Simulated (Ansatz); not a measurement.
**Pressure against volume: ZrN**

```yaml
crystal:
  lattice:
    - [0.00000, 2.28423, 2.28423]
    - [2.28423, 0.00000, 2.28423]
    - [2.28423, 2.28423, 0.00000]
  atoms:
    - { symbol: Zr, position: [0.00000, 0.00000, 0.00000] }
    - { symbol: N, position: [0.50000, 0.50000, 0.50000] }
```

The geometry is COD entry 4303945, unchecked; take it as a test cell.

Spin polarisation is left out, and whether a magnetic state lies lower isn't shown here.

All numbers are computed: DFT, LDA, all-electron LAPW, scalar-relativistic (Ansatz 0.2.0); DFT, LDA, PAW with Ansatz's default frozen-core files, scalar-relativistic (Ansatz 0.2.0).

For LAPW: a Γ-centred 9×9×9 k mesh, Fermi–Dirac smearing of 0.03 eV, basis error target 0.25 meV/atom, no spin polarisation. PAW takes a cutoff of 420 eV at this cell (files made with PBE, cores remade for this functional). The Ansatz runs share mesh, smearing and spin set-up. Plane-wave (PAW) pressures include the program's estimate of the Pulay term.

The cell above is scaled evenly, with fractional coordinates and shape held.

```
V/V(cell)  V (Å³/atom)  P, LAPW (GPa)  P, PAW (GPa)  free energy over the lowest listed, PAW (meV/atom)
   0.9400       11.203              ?             ?                                                   ?
   0.9600       11.442           3.52          3.44                                                 0.7
   0.9800       11.680          -2.37         -2.44                                                 0.0
   0.9900       11.799          -5.08         -5.16                                                 2.8
   1.0000       11.918          -7.65         -7.73                                                 7.6
   1.0100       12.038         -10.09        -10.16                                                14.3
   1.0200       12.157         -12.39        -12.47                                                22.7
   1.0400       12.395         -16.63        -16.71                                                44.4
   1.0600       12.634         -20.44        -20.52                                                72.2
```

(1) Fill in the row V/V(cell) = 0.9400.

(2) What do Birch–Murnaghan fits to the pressures give?

Answers

(1) P, LAPW (GPa) = 10.09, P, PAW (GPa) = 10.01, free energy over the lowest listed, PAW (meV/atom) = 10.6.

(2) LAPW: V0 = 11.58 Å³/atom, B0 = 283 GPa, B0′ = 4.3; PAW: V0 = 11.58 Å³/atom, B0 = 284 GPa, B0′ = 4.3.
